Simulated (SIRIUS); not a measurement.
**P under changes of volume**

One of the cells (20.458 Å³/atom); the others are scaled copies at fixed shape and fractional positions:

```
CELL_PARAMETERS angstrom
1.64774 -5.46504 0.00000
1.64774 5.46504 0.00000
0.00000 0.00000 4.54364
ATOMIC_POSITIONS crystal
P 0.90414 0.09586 0.58882
P 0.09586 0.90414 0.41118
P 0.59586 0.40414 0.08882
P 0.40414 0.59586 0.91118
```

| Quantity | Value |
| --- | --- |
| Program | SIRIUS 7.12.0 |
| Functional | PBEsol |
| Potentials or basis | PseudoDojo 0.4.1 PBEsol standard (scalar relativistic) |
| Cutoff | 611 eV |
| Density cutoff | 2443 eV |
| k mesh | 8 × 8 × 6 |
| Occupations | fermi-dirac, width 0.05 eV |
| Spin | no spin polarisation |

```tsv
volume (Å³/atom)	energy over the lowest point (meV/atom)	pressure (GPa)	gap on the mesh (eV)	largest force (eV/Å)
19.230	14.01	4.6	0.05	0.860
19.639	?	?	?	?
20.049	0.33	0.9	0.02	0.465
20.458	0.00	-0.6	0.01	0.297
20.867	3.43	-2.0	0.04	0.165
21.276	10.22	-3.3	0.07	0.147
21.685	20.04	-4.4	0.11	0.246
```

What does the run at 19.639 Å³/atom give?

Energy over the lowest point 4.84 meV/atom; pressure 2.6 GPa; gap on the mesh 0.04 eV; largest force 0.654 eV/Å.

Worked out: A Birch-Murnaghan fit of order 3 (a polynomial in V^(-2/3)) to the other rows has its minimum at 20.29 Å³/atom with B0 = V·E''(V) = 76 GPa and B' = 4.3 at fixed shape and positions, which overstates the stiffness. It gives 4.85 meV/atom at 19.639 Å³/atom, against the run's 4.84, and -dE/dV = 2.6 GPa, against 2.6.

Energies are extrapolated to zero smearing.

A mesh can miss the band edges.
